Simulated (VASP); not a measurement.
TaN under changes of volume

One of the cells (11.154 Å³/atom); the others are scaled copies at fixed shape and fractional positions:

```
Ta N
1.0
     2.94112    0.00000    0.00000
    -1.47056    2.54708    0.00000
     0.00000    0.00000    5.95570
Ta N
2 2
Direct
  0.00000 0.00000 0.50000
  0.00000 0.00000 0.00000
  0.33333 0.66667 0.25000
  0.66667 0.33333 0.75000
```

The cell comes from a database or a generator and needn't be the stable form of this composition.

```yaml
Program: VASP 6.6.1
Functional: PBE
Potentials_or_basis: VASP PAW PBE potentials, release 64 (Ta_pv, N)
Cutoff: 520 eV
k_mesh: 10 × 10 × 5
Occupations: fermi-dirac, width 0.05 eV
Spin: no spin polarisation
```

```tsv
volume (Å³/atom)	energy over the lowest point (meV/atom)	pressure (GPa)
10.279	39.59	22.8
10.498	14.24	14.2
10.717	0.00	6.5
11.154	0.37	-6.6
11.373	13.06	-12.1
11.591	?	?
```

Q: What does the run at 11.591 Å³/atom give?

A: Energy over the lowest point 32.95 meV/atom; pressure -17.1 GPa.

Worked out: A Birch-Murnaghan fit of order 3 (a polynomial in V^(-2/3)) to the other rows has its minimum at 10.93 Å³/atom with B0 = V·E''(V) = 328 GPa and B' = 4.4 at fixed shape and positions, which overstates the stiffness. It gives 32.87 meV/atom at 11.591 Å³/atom, against the run's 32.95, and -dE/dV = -17.0 GPa, against -17.1.

Energies are extrapolated to zero smearing.
